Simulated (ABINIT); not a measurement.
Crystal: SnO.

```
CELL_PARAMETERS angstrom
3.81370 0.00000 0.00000
0.00000 3.81370 0.00000
0.00000 0.00000 4.88691
ATOMIC_POSITIONS crystal
Sn 0.50000 0.00000 0.76463
Sn 0.00000 0.50000 0.23537
O 0.00000 0.00000 0.00000
O 0.50000 0.50000 0.00000
```

The cell is a database's computed one.

Base run:

| Property | Result |
| --- | --- |
| Program | ABINIT 10.8.3 (patched build) |
| Functional | LDA |
| Potentials or basis | JTH PAW LDA v2.0 |
| Cutoff | 626 eV |
| k mesh | 7 × 7 × 6 |
| Occupations | fermi-dirac, width 0.05 eV |
| Spin | no spin polarisation |

Its results: band gap on the k mesh 0.47 eV, indirect (least direct gap 1.97 eV); pressure -3.7 GPa; largest force 0.249 eV/Å.

Q: The run is repeated on the same cell with these changes: k mesh from 7 × 7 × 6 to 3 × 3 × 2. What comes out?

A: Band gap on the k mesh 1.23 eV, indirect (least direct gap 2.05 eV); pressure -3.8 GPa; largest force 0.209 eV/Å.

Caveats: some runs use coarse meshes; spin-orbit coupling is left out, which moves the levels of the heavy elements; the mesh misses the band edges, which the band path finds closer together (some runs); an odd mesh through Γ misses points on the zone boundary, where band edges often lie (some runs).

Not every run made on this cell is shown here.
